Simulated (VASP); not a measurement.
Runs of VASP 6.6.1 on CaO (Lime). It takes space group Fm-3m (No. 225, cubic). The conventional cell has a = 4.775 Å, b = 4.775 Å, c = 4.775 Å, α = 90.00°, β = 90.00°, γ = 90.00°. Ca (site symmetry m-3m) is surrounded by 6 O at 2.39 Å. O (site symmetry m-3m) is surrounded by 6 Ca at 2.39 Å. 

```tsv
task	cell	gap on the mesh (eV)	pressure (GPa)
relaxation of the atoms	atoms relaxed from: a relaxed cell with its volume scaled by 0.94	3.48	8.2
relaxation of the atoms	atoms relaxed from: a relaxed cell with its volume scaled by 0.98	3.51	2.5
relaxation of the atoms	atoms relaxed	3.53	0.0
relaxation of the atoms	atoms relaxed from: a relaxed cell with its volume scaled by 1.06	(a)	-5.9
relaxation of the atoms	atoms relaxed from: a relaxed cell with its volume scaled by 1.02	3.54	-2.2
relaxation of cell and atoms	relaxed	3.53	0.0
relaxation of the atoms	atoms relaxed from: a relaxed cell with its volume scaled by 0.96	3.50	5.2
relaxation of the atoms	atoms relaxed from: a relaxed cell with its volume scaled by 1.04	3.54	-4.1
```

Alike in all rows: level PBEsol; potentials or basis VASP PAW PBE potentials, release 64 (Ca_sv, O); no spin polarisation; k mesh 10 × 10 × 10; cutoff (eV) 600; smearing gaussian 0.03 eV.

Problem. Fill in the values left out.

Solution. (a) 3.55.

Caveats: the PAW data sets were made with another functional, which shifts forces and pressure a little; the relaxation stopped at its first step, so nothing moved (some runs).

A k mesh can miss the band edges.
